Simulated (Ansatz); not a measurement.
**ZnSe: zone-centre modes under pressure**

ZnSe, F-43m, a = 5.733 Å. Ansatz: PBE, PAW, 420 eV, Γ-centred 8×8×8 mesh on 2 atoms, fixed occupations; no spin polarisation. Cell and atoms are relaxed at each pressure with the symmetry kept; optical modes at Γ by linear response, in cm⁻¹, the highest, without the LO field. The real crystal is known to change phase within this range, so the rows at high pressure are metastable.

```tsv
P (GPa)	V (Å³/atom)	ω1
0	23.549	194.6
7	21.339	229.8
18	19.260	269.9
35	17.315	?
```

Task: Get the mode's Grüneisen parameter γ = −d ln ω/d ln V from the other rows and predict the missing frequency.

Result: ln(V/V0) = 0.0000, -0.0985, -0.2011, -0.3075; a line through ln(ω/ω0) of the 3 known rows gives ω1: γ = 1.626 (intercept 0.0021), predicted 321.5, computed 316.0. The miss is 1.7 %: γ isn't constant over this range.

The mesh isn't the same in all rows (8×8×8, 10×10×10).